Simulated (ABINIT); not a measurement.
# Ag (Fm-3m) in ABINIT: notebook, part 2 of 2

ABINIT 10.8.3 (patched build).

## Step 3: Band structure, RPBE

run.abi

```
# Datasets: ground state, then fixed potential
ndtset 2

# Pseudopotentials
pp_dirpath "./"
pseudos "Ag.GGA_PBE-JTH.xml"

# Structure
acell 2.8888847545 2.8888847545 2.8888847545 Angstrom
rprim
     0.0000000000     0.7071067812     0.7071067812
     0.7071067812     0.0000000000     0.7071067812
     0.7071067812     0.7071067812     0.0000000000
ntypat 1
znucl 47
natom 1
typat 1
xcart
     0.0000000000     0.0000000000     0.0000000000

# Plane-wave basis
ecut 462.593566 eV
pawecutdg 34.0

# Exchange and correlation
ixc 15

# Bands and occupations
occopt 3
tsmear 0.05 eV

# SCF cycle
nstep 100

# Output
iomode 3
prtwf 0
prteig 0
prtebands 0
prtden1 1
prtvha1 1
prtvclmb1 1
prtpot1 1

# Dataset 1
kptopt1 1
ngkpt1 11 11 11
nshiftk1 1
shiftk1 0.0 0.0 0.0
nband1 10
tolvrs1 1.0e-9

# Dataset 2: bands along G-X-W-K-G-L-U-W-L-K
iscf2 -2
getden2 1
nband2 14
nbdbuf2 2
tolwfr2 1.0e-12
kptopt2 -9
ndivsm2 6
prteig2 1
kptbounds2
     0.0000000000     0.0000000000     0.0000000000
     0.5000000000     0.0000000000     0.5000000000
     0.5000000000     0.2500000000     0.7500000000
     0.3750000000     0.3750000000     0.7500000000
     0.0000000000     0.0000000000     0.0000000000
     0.5000000000     0.5000000000     0.5000000000
     0.6250000000     0.2500000000     0.6250000000
     0.5000000000     0.2500000000     0.7500000000
     0.5000000000     0.5000000000     0.5000000000
     0.3750000000     0.3750000000     0.7500000000
```

Potentials or basis: JTH PAW PBE v2.0.

Started as:

```sh
abinit run.abi > log 2>&1
```

Run time: 16 s. Hardware: 1 thread of Arm Neoverse V1, shared host; peak memory 0.11 GiB.

It converged, with:

```yaml
Free_energy: -1038.9276 eV
Pressure: 8.6 GPa
Band_gap_on_the_k_mesh: none (metal or under the smearing width)
Valence_electrons_inside_the_program's_atomic_spheres: Ag 9.82 (radii [1.331] Å)
```

Levels at the corners of the path, in eV from the Fermi level:
| point | band 3 | band 4 | band 5 | band 6 | band 7 | band 8 |
| --- | --- | --- | --- | --- | --- | --- |
| Γ | -5.10 | -5.10 | -4.07 | -4.07 | 16.41 | 19.87 |
| X | -3.31 | -3.07 | -3.07 | 1.38 | 6.48 | 10.58 |
| W | -5.37 | -4.06 | -3.07 | 5.72 | 5.72 | 6.83 |
| K | -4.38 | -3.85 | -3.35 | 4.05 | 5.05 | 6.90 |
| Γ | -5.10 | -5.10 | -4.07 | -4.07 | 16.41 | 19.87 |
| L | -5.12 | -3.28 | -3.28 | -0.64 | 3.35 | 15.50 |
| U | -4.38 | -3.85 | -3.35 | 4.05 | 5.05 | 6.90 |
| W | -5.37 | -4.06 | -3.07 | 5.72 | 5.72 | 6.83 |
| L | -5.12 | -3.28 | -3.28 | -0.64 | 3.35 | 15.50 |
| K | -4.38 | -3.85 | -3.35 | 4.05 | 5.05 | 6.90 |

Caveat: the PAW data sets were made with another functional, which shifts forces and pressure a little.

## Step 4: Band structure, PW91

Changes to run.abi since step 3:

```diff
@@ -5,3 +5,3 @@
 pp_dirpath "./"
-pseudos "Ag.GGA_PBE-JTH.xml"
+pseudos "Ag.upf"
 
@@ -17,3 +17,3 @@
 typat 1
-xcart
+xred
      0.0000000000     0.0000000000     0.0000000000
@@ -21,7 +21,6 @@
 # Plane-wave basis
-ecut 462.593566 eV
-pawecutdg 34.0
+ecut 1115.666836 eV
 
 # Exchange and correlation
-ixc 15
+ixc -109134
 
@@ -29,3 +28,3 @@
 occopt 3
-tsmear 0.05 eV
+tsmear 0.00183747
 
@@ -39,6 +38,4 @@
 prtebands 0
+enunit 1
 prtden1 1
-prtvha1 1
-prtvclmb1 1
-prtpot1 1
 
@@ -49,4 +46,4 @@
 shiftk1 0.0 0.0 0.0
-nband1 10
-tolvrs1 1.0e-9
+nband1 14
+tolvrs1 1.0e-10
 
@@ -55,3 +52,3 @@
 getden2 1
-nband2 14
+nband2 18
 nbdbuf2 2
@@ -59,3 +56,3 @@
 kptopt2 -9
-ndivsm2 6
+ndivsm2 5
 prteig2 1
```

Potentials or basis: PseudoDojo NC SR PBE v0.4.1 standard.

Started as:

```sh
abinit run.abi > log 2>&1
```

run.abo:

```text
.Version 10.8.3 of ABINIT
 DATASET    1 : space group Fm -3 m (#225); Bravais cF (face-center cubic)
================================================================================
 Values of the parameters that define the memory need for DATASET  1.
     intxc =       0    ionmov =       0      iscf =       7    lmnmax =       6
     lnmax =       6     mgfft =      32  mpssoang =       3    mqgrid =    3001
     natom =       1  nloc_mem =       1    nspden =       1   nspinor =       1
    nsppol =       1      nsym =      48    n1xccc =    2501    ntypat =       1
    occopt =       3   xclevel =       2
       mpw =        1458          nfft =       32768          nkpt =          56
================================================================================
================================================================================

 DATASET    2 : space group Fm -3 m (#225); Bravais cF (face-center cubic)
================================================================================
[... 1225 lines left out ...]
  38.09234   44.06895
 kpt#  86, nband= 18, wtk=  1.00000, kpt=  0.3889  0.3889  0.7222 (reduced coord)
 -81.13982  -44.66524  -44.63805  -44.58680    4.93945    5.43407    6.60354    7.19636
   7.78468   15.20605   15.50961   18.54111   24.15076   27.69161   36.03170   38.03876
  38.79272   44.09268
 kpt#  87, nband= 18, wtk=  1.00000, kpt=  0.3750  0.3750  0.7500 (reduced coord)
 -81.13947  -44.66848  -44.63606  -44.58971    4.85731    5.28605    6.78562    7.32289
   7.82605   15.16924   16.12222   18.01227   23.66118   27.74388   34.96003   38.40255
  39.57472   44.32616

== END DATASET(S) ==============================================================
================================================================================

 -outvars: echo values of variables after computation  --------
            acell      5.4592009953E+00  5.4592009953E+00  5.4592009953E+00 Bohr
           etotal1    -1.5512184359E+02
            fcart1    -0.0000000000E+00 -0.0000000000E+00 -0.0000000000E+00
            rprim      0.0000000000E+00  7.0710678120E-01  7.0710678120E-01
                       7.0710678120E-01  0.0000000000E+00  7.0710678120E-01
                       7.0710678120E-01  7.0710678120E-01  0.0000000000E+00
           strten1    -1.3619572842E-04 -1.3619572842E-04 -1.3619572842E-04
                       0.0000000000E+00  0.0000000000E+00  0.0000000000E+00
 Calculation completed.
```

It took 51 s on 1 thread of Arm Neoverse V1, shared host; peak memory 0.11 GiB.

What came out:

| Property | Result |
| --- | --- |
| Free energy | -4221.0804 eV |
| Pressure | 4.0 GPa |
| Band gap on the k mesh | none (metal or under the smearing width) |
| Valence electrons inside the program's atomic spheres | Ag 16.35 (radii [1.0584] Å) |

Levels at the corners of the path, in eV from the Fermi level:
```tsv
point	band 6	band 7	band 8	band 9	band 10	band 11	band 12	band 13
Γ	-5.06	-5.06	-5.06	-4.02	-4.02	16.00	19.48	19.48
X	-6.56	-3.26	-3.01	-3.01	1.35	6.47	10.44	10.44
W	-5.33	-5.33	-4.02	-3.01	5.71	5.71	6.70	7.97
K	-5.84	-4.34	-3.80	-3.30	4.04	5.00	6.89	12.54
Γ	-5.06	-5.06	-5.06	-4.02	-4.02	16.00	19.48	19.48
L	-5.09	-5.09	-3.22	-3.22	-0.64	3.33	15.20	17.68
U	-5.84	-4.34	-3.80	-3.30	4.04	5.00	6.89	12.54
W	-5.33	-5.33	-4.02	-3.01	5.71	5.71	6.70	7.97
L	-5.09	-5.09	-3.22	-3.22	-0.64	3.33	15.20	17.68
K	-5.84	-4.34	-3.80	-3.30	4.04	5.00	6.89	12.54
```

Caveat: the potentials were made for another functional, which shifts forces and pressure.

## Step 5: Summary

| level | potentials or basis | cutoff (eV) | fine-grid cutoff | gap on the mesh (eV) | pressure (GPa) |
| --- | --- | --- | --- | --- | --- |
| BP86 | PseudoDojo NC SR PBE v0.4.1 standard | 1116 | - | none | 4.5 |
| RPBE | JTH PAW PBE v2.0 | 463 | 925.187 eV | none | 8.6 |
| PW91 | PseudoDojo NC SR PBE v0.4.1 standard | 1116 | - | none | 4.0 |

Alike in all rows: task band structure; no spin polarisation; cell as given; k mesh 11 × 11 × 11; smearing fermi-dirac 0.05 eV.

Caveats: the potentials were made for another functional, which shifts forces and pressure (some runs); the PAW data sets were made with another functional, which shifts forces and pressure a little (some runs).

Absolute energies hang on the potentials; compare differences alone.
